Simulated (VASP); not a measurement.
Crystal: AgCl (Chlorargyrite).

```
Ag Cl
1.0
     0.00000    2.73500    2.73500
     2.73500    0.00000    2.73500
     2.73500    2.73500    0.00000
Ag Cl
1 1
Direct
  0.00000 0.00000 0.00000
  0.50000 0.50000 0.50000
```

| Quantity | Value |
| --- | --- |
| Program | VASP 6.6.1 |
| Task | single point |
| Functional | PBE |
| Potentials or basis | VASP PAW PBE potentials, release 64 (Ag, Cl) |
| Cutoff | 520 eV |
| k mesh | 8 × 8 × 8 |
| Occupations | fermi-dirac, width 0.05 eV |
| Spin | no spin polarisation |

On this cell: pressure 3.8 GPa; largest force zero by symmetry; band gap on the k mesh 0.90 eV, indirect (least direct gap 3.32 eV).

The same run follows on a disturbed copy (atoms moved at random, drawn with an rms of 0.05 Å):

```xyz
2
Lattice="0.0000 2.7350 2.7350 2.7350 0.0000 2.7350 2.7350 2.7350 0.0000" Properties=species:S:1:pos:R:3 pbc="T T T"
Ag    0.0186   -0.0593   -0.0161
Cl    2.7696    2.7346    2.7497
```

Task: What changes?

Result: The energy moves by +1.8 meV/atom; pressure 3.9 GPa; largest force 0.106 eV/Å; band gap on the k mesh 0.90 eV, indirect (least direct gap 3.18 eV).

Forces on the atoms (eV/Å):
```
Ag   0.024  0.092  0.047
Cl  -0.024 -0.092 -0.047
```

Stress tensor (GPa, compression positive):
```
 3.78 -0.02 -0.01
-0.02  3.97 -0.04
-0.01 -0.04  3.82
```

A k mesh can miss the band edges.
